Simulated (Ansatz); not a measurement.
# Structures of TiTe2: which is lowest?

Plane-wave DFT in Ansatz with scalar-relativistic PAW potentials, cutoff 500 eV, Γ-centred meshes chosen by cell and gap, Gaussian smearing with energies taken to zero width. Every cell was relaxed (cell and atoms) in a run of its own, within the symmetry of its start. Functional: r2SCAN.

Relaxed structures (starts from databases or built by putting these elements on another compound's sites):
A. Fm-3m, 3 atoms in the computed cell, a = 6.881 Å; sites (symmetry × multiplicity) Ti m-3m × 4, Te -43m × 8; start: built
B. P4_2/nmc, 6 atoms in the computed cell, a = 4.847 Å, c = 7.029 Å; sites (symmetry × multiplicity) Ti -4m2 × 2, Te 2mm. × 4; start: built
C. P-3m1, 3 atoms in the computed cell, a = 3.800 Å, c = 6.908 Å; sites (symmetry × multiplicity) Ti -3m. × 1, Te 3m. × 2; start: database
D. P4_2/mnm, 6 atoms in the computed cell, a = 6.714 Å, c = 3.813 Å; sites (symmetry × multiplicity) Ti m.mm × 2, Te m.2m × 4; start: built

Rank them by energy. Could pressure change the order?

```tsv
structure	group	E − E(lowest) (meV/atom)	V (Å³/atom)	gap on mesh (eV)
C	P-3m1	0.0	28.79	0.00
D	P4_2/mnm	133	28.64	0.00
B	P4_2/nmc	415	27.52	0.00
A	Fm-3m	468	27.15	0.00
```

C is lowest, 133 meV/atom under D. A is denser by 1.64 Å³/atom, so pressure favours it: ΔE/ΔV, with ΔE in eV and 1 eV/Å³ = 160.2 GPa, gives about 46 GPa for equal enthalpy if both cells were rigid; at such pressures compression changes ΔV much, so this is a scale only. Other structures may lie lower than all of these, and vibrations aren't counted.

Spin-orbit coupling is left out, which matters for the bands of heavy elements.